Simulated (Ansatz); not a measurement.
**Abstraction of H: SbH2(CH3) + C4H9O → SbH(CH3) + C4H10O**

Gas-phase species: SbH2(CH3), singlet; C4H9O `[CH2]COCC`, doublet; SbH(CH3), doublet; C4H10O (diethyl ether) `CCOCC`, singlet. A radical takes H: the energy is the difference in strength between the Sb–H bond broken and the C–H bond made.

Shapes, held fixed at every level: PBE0-D4/def2-TZVP. Flexible molecules stand in one conformer, not always the lowest. Programs: Ansatz 0.2.0. Electronic energies: no zero-point or thermal term.

| level | kind | ΔE (kJ/mol) | less CCSD(T)/def2-TZVPP |
| --- | --- | --- | --- |
| MP2/def2-TZVPP | perturbation theory | -178.7 | -10.9 |
| PBE-D4/def2-TZVPP | GGA | -161.6 | +6.2 |
| r2SCAN-D4/def2-TZVPP | meta-GGA | -155.7 | +12.1 |
| B3LYP-D4/def2-TZVPP | global hybrid | -161.4 | +6.4 |
| PBE0-D4/def2-TZVPP | global hybrid | -164.2 | +3.6 |
| B2PLYP/def2-TZVPP | double hybrid | -168.7 | -0.9 |
| CCSD/def2-TZVPP | coupled cluster or CI | -167.7 | +0.1 |
| CCSD(T)/def2-TZVPP | coupled cluster or CI | -167.8 | 0.0 |

The highest level, CCSD(T)/def2-TZVPP, gives ΔE = -167.8 kJ/mol; the levels span -178.7 to -155.7. The column of differences is taken from that level and isn't an error. No measured value is set beside it here. Open shells run unrestricted. For atoms past krypton def2 sets carry core potentials with scalar relativity. Outer-core shells of Sb are correlated, in sets that cover them unevenly.

Hydrogen transfer from antimony to carbon is strongly exothermic at every level, with CCSD(T) giving -167.8 kJ/mol. The C–H bond formed is much stronger than the Sb–H bond broken: carbon's compact valence orbitals overlap well with hydrogen 1s, whereas the diffuse 5p orbitals of antimony overlap poorly. The stibinyl radical left behind carries its unpaired electron largely in an Sb 5p orbital. The attacking radical is a primary alkyl centre, one carbon removed from the ether oxygen, so it lacks the direct lone-pair stabilisation of an α-alkoxy radical and gains nearly the full strength of an ordinary primary C–H bond.

CCSD and CCSD(T) differ by only 0.1 kJ/mol, so the triples contributions almost cancel between the two sides. MP2's more negative value therefore probably reflects its second-order treatment of correlation in the radicals. The preference for C–H over Sb–H is far larger than the spread between methods, but a large driving force doesn't by itself establish a low abstraction barrier.
